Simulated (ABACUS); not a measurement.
The system is MgS.

```
CELL_PARAMETERS angstrom
0.00000 2.83312 2.83312
2.83312 0.00000 2.83312
2.83312 2.83312 0.00000
ATOMIC_POSITIONS crystal
S 0.25000 0.25000 0.25000
Mg 0.00000 0.00000 0.00000
```

The cell comes from a database or a generator and needn't be the stable form of this composition.

- Program: ABACUS 3.10.1
- Task: single point
- Functional: PBE
- Potentials or basis: PseudoDojo NC SR 0.4.1 PBE standard
- Cutoff: 1361 eV
- Density cutoff: 5442 eV
- Basis: DZP LCAO (the cutoffs set its grid)
- k mesh: 8 × 8 × 8
- Occupations: fermi-dirac, width 0.05 eV
- Spin: no spin polarisation

On this cell: pressure 1.7 GPa; largest force zero by symmetry; band gap on the k mesh 3.75 eV, direct.

The same run follows on a disturbed copy (atoms moved at random, drawn with an rms of 0.05 Å):

```
CELL_PARAMETERS angstrom
0.00000 2.83312 2.83312
2.83312 0.00000 2.83312
2.83312 2.83312 0.00000
ATOMIC_POSITIONS crystal
S 0.25779 0.24666 0.25028
Mg 0.98714 0.01107 0.00340
```

Question: What does the disturbed cell give?

Answer: The energy moves by +8.3 meV/atom; pressure 1.8 GPa; largest force 0.473 eV/Å; band gap on the k mesh 3.66 eV, direct.

Forces in eV/Å, atoms in the order of the input:
```
S    0.316 -0.315 -0.158
Mg  -0.316  0.315  0.158
```

Stress tensor (GPa, compression positive):
```
 1.77 -0.56 -1.23
-0.56  1.77  1.23
-1.23  1.23  1.85
```

Caveats: the atomic orbitals were generated for these runs and aren't a published set; the basis of atomic orbitals isn't converged, which shifts pressures, moduli and gaps.

